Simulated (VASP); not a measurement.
**ZnS: relaxation of the atoms with PBE**

ZnS:

```
Zn S
1.0
     0.00000    2.66792    2.66792
     2.66792    0.00000    2.66792
     2.66792    2.66792    0.00000
Zn S
1 1
Cartesian
  1.3340 1.3340 1.3340
  0.0000 0.0000 0.0000
```

The cell isn't the ideal one: a relaxed cell with its volume scaled by 0.94.

```json
{"Program": "VASP 6.6.1", "Task": "relaxation of the atoms", "Functional": "PBE", "Potentials or basis": "VASP PAW PBE potentials, release 64 (Zn, S)", "Cutoff": "600 eV", "k mesh": "10 × 10 × 10", "Occupations": "gaussian, width 0.03 eV", "Spin": "no spin polarisation", "Further INCAR settings": "ALGO = Fast; EDIFF = 1e-07; IBRION = 2; EDIFFG = -0.01; NSW = 40"}
```

The pressure after relaxing is 5.0 GPa and the band gap on the k mesh is 2.28 eV, direct.

Final structure:
```xyz
2
Lattice="0.0000 2.6679 2.6679 2.6679 0.0000 2.6679 2.6679 2.6679 0.0000" Properties=species:S:1:pos:R:3 pbc="T T T"
Zn    1.3340    1.3340    1.3340
S     0.0000    0.0000    0.0000
```

Levels at points of the mesh, in eV from the valence-band top:
| k point | band 5 | band 6 | band 7 | band 8 | band 9 | band 10 | band 11 | band 12 | band 13 |
| --- | --- | --- | --- | --- | --- | --- | --- | --- | --- |
| (0.00, 0.00, 0.00) | -5.95 | -5.95 | 0.00 | 0.00 | 0.00 | 2.28 | 6.37 | 6.37 | 6.37 |
| (0.50, 0.00, 0.00) | -5.92 | -5.74 | -5.54 | -0.92 | -0.92 | 3.39 | 6.90 | 6.90 | 9.02 |
| (0.50, 0.50, 0.00) | -5.87 | -5.72 | -4.71 | -2.36 | -2.36 | 3.32 | 4.07 | 11.26 | 12.23 |

Run time: 53 s on 1 thread of Intel(R) Xeon(R) Platinum 8375C CPU @ 2.90GHz (Ice Lake), with other jobs on the host, peak memory 0.17 GiB.

Caveat: the relaxation stopped at its first step, so nothing moved.
